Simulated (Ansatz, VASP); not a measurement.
MgO: VASP beside Ansatz

INCAR

```
PREC     = Accurate       # precision mode
ENCUT    = 520            # plane-wave cutoff, eV
EDIFF    = 1E-6           # SCF threshold, eV
ISMEAR   = 0              # smearing method
SIGMA    = 0.05           # smearing width, eV
LREAL    = False          # projectors in reciprocal space
LASPH    = True           # aspherical terms in the spheres
NELM     = 100            # most SCF steps
ALGO     = Normal         # electronic algorithm
ISIF     = 2              # what is computed and relaxed
LWAVE    = False          # write WAVECAR
LCHARG   = False          # write CHGCAR
GGA      = PS             # functional
NBANDS   = 11             # bands
```

The input KPOINTS:

```
regular mesh
0
Gamma
  10 10 10
```

The input POSCAR:

```
MgO
1.0
    0.0000000000      2.1351500000      2.1351500000
    2.1351500000      0.0000000000      2.1351500000
    2.1351500000      2.1351500000      0.0000000000
Mg O
1 1
Direct
    0.0000000000      0.0000000000      0.0000000000
    0.5000000000      0.5000000000      0.4834412856
```

Input for Ansatz:

```yaml
crystal:
  lattice:
    - [0.0, 2.13515, 2.13515]
    - [2.13515, 0.0, 2.13515]
    - [2.13515, 2.13515, 0.0]
  atoms:
    - { symbol: Mg, position: [0.0, 0.0, 0.0] }
    - { symbol: O, position: [0.5, 0.5, 0.4834412856] }
basis:
  ecutwfc: 420
kpoints:
  mp_grid: { grid: [10, 10, 10] }
hamiltonian:
  xc: pbesol
scf:
  occupations: { method: gaussian, width: 0.05 }
output:
  forces: true
  stress: true
  eigenvalues: true
```

Change from the starting cell: all O atoms moved -0.050 Å, as atom 2 along Cartesian [1 1 0].

Alike in both runs: task single point; functional PBEsol; k mesh 10 × 10 × 10; occupations gaussian, width 0.05 eV; no spin polarisation.

```csv
,VASP,Ansatz
version,VASP 6.6.1,Ansatz 0.2.0
potentials or method,"VASP PAW PBE potentials, release 64 (Mg, O)","scalar-relativistic, plane waves, PAW"
plane-wave cutoff (eV),520,420
valence electrons in the cell,8,16
```

|  | VASP | Ansatz | Ansatz less VASP |
| --- | --- | --- | --- |
| gap on the k mesh at the Fermi level (eV) | 4.25 | 4.25 | 0.000 |
| least direct gap on the mesh (eV) | 4.25 | 4.25 | 0.000 |
| pressure (GPa) | -6.1 | -5.6 | +0.54 |
| largest component of the traceless stress (GPa) | 0.25 | 0.25 | -0.003 |
| rms of the force components (eV/Å) | 0.128 | 0.127 | -0.0012 |

Atom by atom the forces differ by 0.001 eV/Å (rms over components). With one functional, cell and mesh, what is left measures potentials, basis and numerics. The two sets of potentials don't hold the same shells in valence.

Caveats: the PAW data sets were made with another functional, which shifts forces and pressure a little (VASP).
